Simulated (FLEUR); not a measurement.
**KCl (Sylvite) under changes of volume**

One of the cells (31.151 Å³/atom); the others are scaled copies at fixed shape and fractional positions:

```
CELL_PARAMETERS angstrom
0.00000 3.14647 3.14647
3.14647 0.00000 3.14647
3.14647 3.14647 0.00000
ATOMIC_POSITIONS crystal
K 0.00000 0.00000 0.00000
Cl 0.50000 0.50000 0.50000
```

| Item | Value |
| --- | --- |
| Program | FLEUR MaX-R8.1 (later development tree) |
| Functional | RPBE |
| Potentials or basis | all-electron |
| Basis | FLAPW |
| Kmax | 4.1 1/bohr |
| k mesh | 7 × 7 × 7 |
| Occupations | fermi-dirac, width 0.05 eV |
| Spin | no spin polarisation |

```tsv
volume (Å³/atom)	energy over the lowest point (meV/atom)	gap on the mesh (eV)
29.282	?	?
29.905	42.81	5.98
31.151	20.44	5.81
32.397	5.30	5.66
33.020	0.00	5.59
```

**Question.** What does the run at 29.282 Å³/atom give?

**Answer.** Energy over the lowest point 57.17 meV/atom; gap on the mesh 6.06 eV.

Worked out: A Birch-Murnaghan fit of order 2 (a polynomial in V^(-2/3)) to the other rows has no minimum within the range. It gives 57.13 meV/atom at 29.282 Å³/atom, against the run's 57.17. A straight line through the other rows of the gap, of slope -3.93 eV per unit of ln V (its deformation potential), extrapolates to 6.06 eV, against the run's 6.06.

Energies are extrapolated to zero smearing.

Caveats: an odd mesh through Γ misses points on the zone boundary, where band edges often lie.
